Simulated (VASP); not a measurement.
**VASP 6.6.1 run: NaI**

INCAR

```
NBANDS = 14
ISMEAR = -1
NELM = 74
SIGMA = 0.02
GGA = PE
NSW = 0
LWAVE = .FALSE.
ENCUT = 520
LREAL = .FALSE.
PREC = Accurate
ISIF = 2
IBRION = -1
LASPH = .FALSE.
EDIFF = 1E-7
LCHARG = .FALSE.
```

KPOINTS

```
KPOINTS created by Atomic Simulation Environment
0
Gamma
6 6 6
0 0 0
```

POSCAR

```
Na I
 1.0000000000000000
     0.0000000000000000    3.5431916337999998    3.4900437593000002
     3.5431916337999998    0.0000000000000000    3.4900437593000002
     3.5431916337999998    3.5431916337999998    0.0000000000000000
 Na  I
   1   1
Cartesian
  0.0000000000000000  0.0000000000000000  0.0000000000000000
  1.7715958169000003  1.7715958169000003  1.7450218796500001
```

The recommended PBE PAW datasets give the neutral cell 14 valence electrons.

Command

```
mpirun -np 1 vasp_std
```

How does this run end, and what does it give?

It converged. Results: gap between bands v and c on the k mesh 3.84 eV; least direct gap on the k mesh 3.84 eV; pressure 0.6 GPa. Band v is the last that the valence electrons fill when counted band by band, and c is the next.

OSZICAR

```
N       E                     dE             d eps       ncg     rms          rms(c)
DAV:   1     0.801462056546E+02    0.80146E+02   -0.63984E+03   848   0.844E+02
DAV:   2     0.161864109920E+01   -0.78528E+02   -0.73570E+02   894   0.199E+02
DAV:   3    -0.519851612970E+01   -0.68172E+01   -0.67823E+01  1074   0.595E+01
DAV:   4    -0.537879885078E+01   -0.18028E+00   -0.18025E+00  1070   0.102E+01
DAV:   5    -0.538264959762E+01   -0.38507E-02   -0.38507E-02  1170   0.136E+00    0.166E+00
DAV:   6    -0.528433532140E+01    0.98314E-01   -0.12843E-01   924   0.168E+00    0.114E+00
DAV:   7    -0.527657822042E+01    0.77571E-02   -0.10342E-01  1002   0.138E+00    0.705E-01
DAV:   8    -0.528586076346E+01   -0.92825E-02   -0.10566E-02   912   0.663E-01    0.221E-01
DAV:   9    -0.528567811089E+01    0.18265E-03   -0.24353E-04  1080   0.137E-01    0.686E-02
DAV:  10    -0.528603255737E+01   -0.35445E-03   -0.43295E-04   966   0.128E-01    0.199E-02
DAV:  11    -0.528604963830E+01   -0.17081E-04   -0.42916E-05  1098   0.520E-02    0.532E-03
DAV:  12    -0.528605213690E+01   -0.24986E-05   -0.37234E-06  1020   0.110E-02    0.314E-03
DAV:  13    -0.528605273215E+01   -0.59525E-06   -0.63623E-07  1110   0.447E-03    0.695E-04
DAV:  14    -0.528605270274E+01    0.29413E-07   -0.31686E-08  1036   0.125E-03
   1 F= -.52860527E+01 E0= -.52860527E+01  d E =-.234773E-12
```

Standard output (part)

```
POSCAR found type information on POSCAR NaI
 POSCAR found :  2 types and       2 ions
 LDA part: xc-table for (Slater+PW92), standard interpolation
 POSCAR, INCAR and KPOINTS ok, starting setup
 WAVECAR not read
 entering main loop
```

For comparison, a separate PBE run of the intended cell, on usual settings and not on those above, gives a gap of 3.84 eV on its mesh and a pressure of 0.6 GPa.
